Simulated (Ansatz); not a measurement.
## Ge in Ansatz: the effect of functional

Crystal: Ge.

```
Ge
1.0
    -2.51243    2.66842    1.44646
     2.51243   -2.66842    1.44646
     2.51243    2.66842   -1.44646
Ge
2
Direct
  0.31406 0.06406 0.25000
  0.68594 0.93594 0.75000
```

This isn't the form of Ge at room conditions, which is diamond.

The cell isn't the ideal one: volume scaled by 1.02.

Alike in all runs:

- Program: Ansatz 0.2.0
- Task: single point
- Potentials or basis: Ansatz PAW
- k mesh: 11 × 11 × 11
- Occupations: fermi-dirac, width 0.05 eV
- Spin: no spin polarisation

```tsv
functional	cutoff	pressure (GPa)	largest force (eV/Å)
LDA	420 eV (not typed: the program's choice for these potentials)	?	?
PBEsol	420 eV (not typed: the program's choice for these potentials)	-3.8	0.06
r2SCAN	500 eV (not typed: the program's choice for these potentials)	-2.7	0.10
```

Problem. What does the run with functional LDA give?

Solution. Pressure -5.4 GPa; largest force 0.07 eV/Å.

Caveats: the PAW data sets come from PBE, with cores solved anew for the run's functional, which leaves a small shift of forces and pressure.

Runs at the PBE level aren't shown here.
